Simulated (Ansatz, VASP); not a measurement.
**Two plane-wave programs on Cr**

```
CELL_PARAMETERS angstrom
-1.42466 1.42466 1.42466
1.42466 -1.42466 1.42466
1.42466 1.42466 -1.42466
ATOMIC_POSITIONS crystal
Cr 0.00000 0.00000 0.00000
```

Alike in both runs: functional PBE; k mesh 20 × 20 × 20; occupations fermi-dirac, width 0.15 eV; no spin polarisation.

Ansatz relaxed the structure, and its values are those at the end. VASP's run is a single point on that final structure, the one shown.

|  | VASP | Ansatz |
| --- | --- | --- |
| version | VASP 6.6.1 | Ansatz 0.2.0 |
| potentials or method | VASP PAW PBE potentials, release 64 (Cr_pv) | scalar-relativistic, plane waves, PAW |
| plane-wave cutoff (eV) | 520 | 420 |
| valence electrons in the cell | 12 | 14 |

Ansatz gave:

```
gap on the k mesh at the Fermi level (eV) : none
pressure (GPa)                            : 0.0
```

Task: Estimate VASP's values.

Result: gap on the k mesh at the Fermi level (eV): none; pressure (GPa): -0.5.

A gap of «none» marks a metal or a gap that the smearing closes. The two sets of potentials don't hold the same shells in valence.

Caveats: the run has no spin polarisation, though such a crystal can be magnetic. Spin polarisation is off, so any magnetic state and its effect on volume and gap are missing.
